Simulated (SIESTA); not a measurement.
The system is NiO.

```xyz
2
Lattice="0.0000 2.0859 2.0859 2.0859 0.0000 2.0859 2.0859 2.0859 0.0000" Properties=species:S:1:pos:R:3 pbc="T T T"
Ni    0.0000    0.0000    0.0000
O     2.0859    2.0859    2.0859
```

```yaml
Program: SIESTA 5.4.2
Task: single point
Functional: PBE
Potentials_or_basis: PseudoDojo 0.4 standard (PBE files)
Basis: DZP (energy shift 0.003 Ry; two zetas on semicore shells)
Grid_cutoff: 800 Ry
Energy_shift: 0.003 Ry
k_mesh: 11 × 11 × 11
Occupations: fermi-dirac, width 0.05 eV
Spin: collinear spin, ferromagnetic start
Starting_moments: "[1.0, 0.0] μB"
```

On this cell: pressure 6.4 GPa; largest force zero by symmetry; net moment 1.76 μB per cell; site moments Ni +1.44; O +0.32 μB; band gap on the k mesh none (metal or under the smearing width).

The same run follows on a disturbed copy (atoms moved at random, drawn with an rms of 0.05 Å):

```xyz
2
Lattice="0.0000 2.0859 2.0859 2.0859 0.0000 2.0859 2.0859 2.0859 0.0000" Properties=species:S:1:pos:R:3 pbc="T T T"
Ni    0.0058    0.0399   -0.0357
O     2.0634    2.0840    2.0780
```

Question: What changes?

Answer: The energy (extrapolated to zero smearing) moves by +2.2 meV/atom; pressure 7.2 GPa; largest force 0.152 eV/Å; net moment 1.79 μB per cell; site moments Ni +1.46; O +0.33 μB; band gap on the k mesh none (metal or under the smearing width).

Forces in eV/Å, atoms in the order of the input:
```
Ni  -0.076 -0.109  0.073
O    0.075  0.110 -0.073
```

Stress tensor (GPa, compression positive):
```
 7.10  0.01  0.00
 0.01  7.47 -0.01
 0.00 -0.01  7.05
```

Caveats: short orbitals over semicore shells can move pressures by several GPa; the basis of atomic orbitals isn't converged, which shifts pressures, moduli and gaps; a cell with one magnetic atom can't hold antiferromagnetic order, which such compounds often take; semilocal functionals often make such compounds metallic where correlation or magnetic order opens a gap, which also shifts bond lengths.
